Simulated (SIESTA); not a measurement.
Crystal: HfN.

```
Hf N
1.0
     0.00000    2.25600    2.25600
     2.25600    0.00000    2.25600
     2.25600    2.25600    0.00000
Hf N
1 1
Cartesian
  0.0000 0.0000 0.0000
  2.2560 2.2560 2.2560
```

Base run:

- Program: SIESTA 5.4.2
- Functional: PBE
- Potentials or basis: PseudoDojo 0.4 standard (PBE files)
- Basis: TZDP (energy shift 0.003 Ry; two zetas on semicore shells)
- Grid cutoff: 800 Ry
- Energy shift: 0.003 Ry
- k mesh: 10 × 10 × 10
- Occupations: fermi-dirac, width 0.05 eV
- Spin: no spin polarisation

Its results: band gap on the k mesh none (metal or under the smearing width); pressure 8.9 GPa.

Question: The run is repeated on the same cell with these changes: basis from TZDP (energy shift 0.003 Ry; two zetas on semicore shells) to DZP (energy shift 0.003 Ry; two zetas on semicore shells). What comes out?

Answer: Band gap on the k mesh none (metal or under the smearing width); pressure 10.3 GPa.

Caveats: short orbitals over semicore shells can move pressures by several GPa; spin-orbit coupling is left out, which moves the levels of the heavy elements; the basis of atomic orbitals isn't converged, which shifts pressures, moduli and gaps.
